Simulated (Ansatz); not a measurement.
**NaCl: how the settings move a single-point run**

Question: which choices in the input matter for NaCl?

Computed with Ansatz 0.2.0 (reference: DFT, PBE, PAW with Ansatz's default frozen-core files, scalar-relativistic, unless a step's input says otherwise).

## Step 1: The system as given

Symmetry: Pm-3m, No. 221, cubic system. The conventional cell has a = 2.860 Å, b = 2.860 Å, c = 2.860 Å, α = 90.00°, β = 90.00°, γ = 90.00°. Na (site symmetry m-3m) is surrounded by 8 Cl at 2.48 Å. Cl (site symmetry m-3m) has 8 Na at 2.48 Å in its first shell of neighbours.

As a file:

```cif
data_structure
_symmetry_space_group_name_H-M 'Pm-3m'
_symmetry_Int_Tables_number 221
_cell_length_a 2.8600
_cell_length_b 2.8600
_cell_length_c 2.8600
_cell_angle_alpha 90.000
_cell_angle_beta 90.000
_cell_angle_gamma 90.000
_cell_volume 23.39
loop_
_atom_site_label
_atom_site_type_symbol
_atom_site_symmetry_multiplicity
_atom_site_Wyckoff_symbol
_atom_site_fract_x
_atom_site_fract_y
_atom_site_fract_z
_atom_site_occupancy
Na1 Na 1 a 0.00000 0.00000 0.00000 1
Cl1 Cl 1 b 0.50000 0.50000 0.50000 1
```

## Step 2: The reference run

input.yaml

```yaml
crystal:
  lattice:
    - [2.86, 0.0, 0.0]
    - [0.0, 2.86, 0.0]
    - [0.0, 0.0, 2.86]
  atoms:
    - { symbol: Na, position: [0.0, 0.0, 0.0] }
    - { symbol: Cl, position: [0.5, 0.5, 0.5] }
kpoints:
  mp_grid: { grid: [4, 4, 4] }
scf:
  occupations: { method: fermi_dirac, width: 0.03 }
hamiltonian:
  xc: pbe
  pseudopotentials: { kind: paw }
output:
  forces: true
  stress: true
  eigenvalues: true
  efg: { contact_densities: true }
```

Started as:

```console
ansatz run input.yaml --threads 1 --pin off --max-ram 2048MiB --backend cpu --events-out ev --progress --plain --runs-dir out
```

## Step 3: Changing settings: symmetry.detect false, chi_scale 0.1

Changes to input.yaml since step 2:

```diff
@@ -8,2 +8,3 @@
     - { symbol: Cl, position: [0.5, 0.5, 0.5] }
+  symmetry: { detect: false }
 kpoints:
@@ -12,2 +13,3 @@
   occupations: { method: fermi_dirac, width: 0.03 }
+  initial_density: { chi_scale: 0.1 }
 hamiltonian:
@@ -20 +22,5 @@
   efg: { contact_densities: true }
+  write_density: true
+  write_potential: true
+  elf: true
+  volumetric_format: npy
```

What does the calculation give? Wanted: for each run, ending; energy change; pressure; gap; force.

**Answer**, as computed:

```csv
run,ending,energy change,pressure (GPa),gap (eV),force (eV/Å),cycles,time
reference,converged,0,66.0,4.35,0.00,6,1.5 s
"1: symmetry.detect false, chi_scale 0.1",converged,0.0 meV/atom,66.0,4.35,0.00,7,2.8 s
```

Times don't compare one to one where runs were asked for different outputs or read a saved state (see the inputs); cycles may leave out searches for a lower state.

Residual by cycle in the longest SCF loop of each run; runs are numbered as in the table. The quantity is the density residual dr2, in eV.

```csv
cycle,reference,run 1
1,0.00126,1.18
2,1.2e-4,0.0643
3,2.1e-5,0.0056
4,1.1e-6,1.1e-4
5,1.5e-7,5.1e-6
6,1.9e-8,3.0e-8
7,-,8.1e-11
```

What this shows: With the changed use of symmetry and start the energy agrees within 0.5 meV/atom. The structure is not at rest: the sound run finds 66 GPa, so these are no properties of the relaxed crystal. 

These are semilocal Kohn-Sham gaps, which aren't the measured quantity. Such gaps usually fall short of the measured ones.
